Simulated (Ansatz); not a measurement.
# AgCl — ³⁵Cl NMR of the central transition

Cell: an entry of the Crystallography Open Database (COD) (listed for 8.6 GPa) whose atoms were relaxed with PBE, the cell held.

```
Ag Cl
1.0
     3.53000    0.00000    0.00000
     0.00000    4.01100    0.00000
    -0.97255    0.00000    5.15201
Ag Cl
2 2
Direct
  0.13515 0.25000 0.20186
  0.86485 0.75000 0.79814
  0.33349 0.25000 0.72616
  0.66651 0.75000 0.27384
```

Atom numbers follow the list; atoms alike are taken as one site, whose name carries the number of the first.

All values are calculated (Ansatz; DFT, PBE, plane waves and PAW, scalar-relativistic, 420 eV cutoff, Γ-centred 10×8×7 k-points, Fermi–Dirac smearing 0.01 eV), not measured.

³⁵Cl has I = 3/2 and Q = -81.12 mb (Pyykkö 2018); at 7.05 T its Larmor frequency is ν₀ = 29.4 MHz. Only the quadrupole interaction is simulated: positions count from each site's isotropic chemical shift, and shift anisotropy, dipolar and J coupling are left out.

Question: What does the ³⁵Cl spectrum (static powder) show for each site?

Answer: 

```
site          first shell  C_Q (MHz)     η  P_Q (MHz)  δ_QIS (ppm)  breadth (kHz)
  Cl  6 Ag at 2.67–2.72 Å       7.67  0.14       7.69        -1705            291
```

δ_QIS = −(ν_Q²/30ν₀²)[I(I+1) − 3/4](1 + η²/3) × 10⁶ ppm with ν_Q = 3|C_Q|/[2I(2I−1)]; it falls as 1/B₀² in ppm, and the breadth as 1/B₀ in kHz.

At this cell the PBE pressure is 10 GPa, so with PBE the cell would grow if it were relaxed. Without spin–orbit coupling (the program notes it for Ag) the gradients can shift somewhat, as the gap is small.

The relaxation (4 steps) took 66 s of wall time (66 s of CPU time) and 0.64 GiB at its peak, on 1 thread of Arm Neoverse V2 (aarch64; 8 cores open to the job, memory cap 3.0 GiB, no GPU), a shared host with a load of 0.3 a core.
